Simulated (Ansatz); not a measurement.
**How far is this SiC from the hull?**

Theory: DFT PBE, scalar-relativistic, plane waves, PAW (Ansatz). Settings: cutoff 420 eV, Γ-centred meshes spaced at most about 0.3 Å⁻¹ (2π included), Gaussian smearing. No spin polarisation.

Formation energies are uncorrected and refer to the elements' standard structures at the same level.

All energies are static (0 K, no zero-point motion). The reference form of C is held partly by dispersion forces, which this level lacks.

The competitors are the elements and 1 reference phase of this chemical system (from databases or known types: SiC), relaxed at the same level; other known phases may be missing.

The candidate was reached from: 4-connected net, two elements alternating.

```cif
data_structure
_symmetry_space_group_name_H-M 'P 1'
_symmetry_Int_Tables_number 1
_cell_length_a 4.9139
_cell_length_b 4.9139
_cell_length_c 2.9952
_cell_angle_alpha 90.000
_cell_angle_beta 90.000
_cell_angle_gamma 120.000
_cell_volume 62.64
loop_
_atom_site_label
_atom_site_type_symbol
_atom_site_fract_x
_atom_site_fract_y
_atom_site_fract_z
_atom_site_occupancy
Si1 Si 0.61476 0.00000 0.66667 1
Si2 Si 0.00000 0.61476 0.33333 1
Si3 Si 0.38524 0.38524 0.00000 1
C1 C 0.37224 0.00000 0.16667 1
C2 C 0.00000 0.37224 0.83333 1
C3 C 0.62776 0.62776 0.50000 1
```

**Question.** Is it stable, and against what?

**Answer.** Not the lowest form: another structure of the same formula lies lower. Its formation energy is 0.162 eV/atom. The lowest competing phase at this composition is this:

```
phase       space group             source  share of atoms  ΔE_f (eV/atom)
  SiC  P6_3mc (No. 186)  Materials Project          1.0000          -0.204
```

The candidate lies 0.37 eV/atom above this phase. The candidate matches no cell in the subsets of the Crystallography Open Database and the Materials Project at hand. A phase this far over the hull is unlikely to be made.
